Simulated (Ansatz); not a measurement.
# RbBr3: the cost of one run

Method: DFT PBEsol, scalar-relativistic, plane waves, PAW, in Ansatz 0.2.0.

### 1 The structure to begin with

The structure is tetragonal, space group I4/mmm (No. 139). The conventional cell has a = 4.517 Å, b = 4.517 Å, c = 12.874 Å, α = 90.00°, β = 90.00°, γ = 90.00°. Around Rb (site symmetry 4/mmm) lie 4 Br at 3.19 Å. Around Br (site symmetry -4m2) lie 4 Br at 3.19 Å. Br (site symmetry 4/mmm) has 4 Rb at 3.19 Å as nearest neighbours.

Coordinates:

```cif
data_structure
_symmetry_space_group_name_H-M 'I4/mmm'
_symmetry_Int_Tables_number 139
_cell_length_a 4.5171
_cell_length_b 4.5171
_cell_length_c 12.8740
_cell_angle_alpha 90.000
_cell_angle_beta 90.000
_cell_angle_gamma 90.000
_cell_volume 262.69
loop_
_atom_site_label
_atom_site_type_symbol
_atom_site_symmetry_multiplicity
_atom_site_Wyckoff_symbol
_atom_site_fract_x
_atom_site_fract_y
_atom_site_fract_z
_atom_site_occupancy
Rb1 Rb 2 a 0.00000 0.00000 0.00000 1
Br1 Br 4 d 0.00000 0.50000 0.25000 1
Br2 Br 2 b 0.50000 0.50000 0.00000 1
```

The structure comes from the Materials Project (structure only).

### 2 A distortion that keeps the symmetry

What differs from the listed cell: strain xx, yy, zz, yz, xz, xy = +1.3, +1.3, +4.3, +0.0, +0.0, +0.0 %.

Contents of input.yaml:

```yaml
crystal:
  lattice:
    - [-2.2889674132, 2.2889674132, 6.7167564338]
    - [2.2889674132, -2.2889674132, 6.7167564338]
    - [2.2889674132, 2.2889674132, -6.7167564338]
  atoms:
    - { symbol: Rb, position: [0.0, 0.0, 0.0] }
    - { symbol: Br, position: [0.75, 0.25, 0.5] }
    - { symbol: Br, position: [0.25, 0.75, 0.5] }
    - { symbol: Br, position: [0.5, 0.5, 0.0] }
basis:
  ecutwfc: 420
kpoints:
  mp_grid: { grid: [14, 14, 14] }
hamiltonian:
  xc: pbesol
scf:
  occupations: { method: gaussian, width: 0.1 }
output:
  forces: true
  stress: true
  eigenvalues: true
  populations: true
```

Run with:

```sh
ansatz run input.yaml --threads 1 --pin off --max-ram 1331MiB --backend cpu --events-out ev --progress --plain --runs-dir out
```

What time and memory should one allow on 1 thread of an Arm CPU, shared host?

About 37 s, with a peak of 0.76 GiB.
